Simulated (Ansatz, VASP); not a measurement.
**WC (Qusongite): VASP beside Ansatz**

The input INCAR:

```
SYSTEM = WC
PREC = Accurate
ENCUT = 520
EDIFF = 1E-6
ISMEAR = -1
SIGMA = 0.05
LREAL = .False.
LASPH = .True.
NELM = 80
ALGO = Normal
ISIF = 2
LWAVE = .False.
LCHARG = .False.
NBANDS = 16
```

Contents of KPOINTS:

```
Automatic mesh
0
Gamma
  10 10 9
  0 0 0
```

Contents of POSCAR:

```
WC
1.0
    2.9257489053      0.0000000000      0.0000000000
   -1.4628744527      2.5337728771      0.0000000000
    0.0000000000      0.0000000000      2.8553859779
W C
1 1
Direct
    0.0000000000      0.0000000000      0.0000000000
    0.6666666667      0.3333333333      0.5000000000
```

input.yaml

```yaml
crystal:
  lattice:
    - [2.9257489053, 0.0, 0.0]
    - [-1.4628744527, 2.5337728771, 0.0]
    - [0.0, 0.0, 2.8553859779]
  atoms:
    - { symbol: W, position: [0.0, 0.0, 0.0] }
    - { symbol: C, position: [0.6666666667, 0.3333333333, 0.5] }
hamiltonian:
  xc: lda
  pseudopotentials: { kind: paw }
kpoints:
  mp_grid: { grid: [10, 10, 9] }
scf:
  occupations: { method: fermi_dirac, width: 0.05 }
output:
  forces: true
  stress: true
  eigenvalues: true
```

Alike in both runs: task single point; functional LDA; k mesh 10 × 10 × 9; occupations fermi-dirac, width 0.05 eV; no spin polarisation.

|  | VASP | Ansatz |
| --- | --- | --- |
| version | VASP 6.6.1 | Ansatz 0.2.0 |
| potentials or method | VASP PAW LDA potentials, release 64 (W_sv, C) | Ansatz PAW |
| plane-wave cutoff (eV) | 520 | 420 |
| valence electrons in the cell | 18 | 18 |

VASP gave:

```
gap on the k mesh at the Fermi level (eV)       : none
pressure (GPa)                                  : -14.8
largest component of the traceless stress (GPa) : 2.20
```

Estimate Ansatz's values.

gap on the k mesh at the Fermi level (eV): none; pressure (GPa): -17.1; largest component of the traceless stress (GPa): 2.51.

A gap of «none» marks a metal or a gap that the smearing closes.

Caveats: the pressure holds a Pulay correction of +0.3 GPa for the finite cutoff (Ansatz); the PAW data sets come from PBE, with cores solved anew for the run's functional, which leaves a small shift of forces and pressure (Ansatz). The runs have no spin-orbit coupling, so splittings on W are missing.
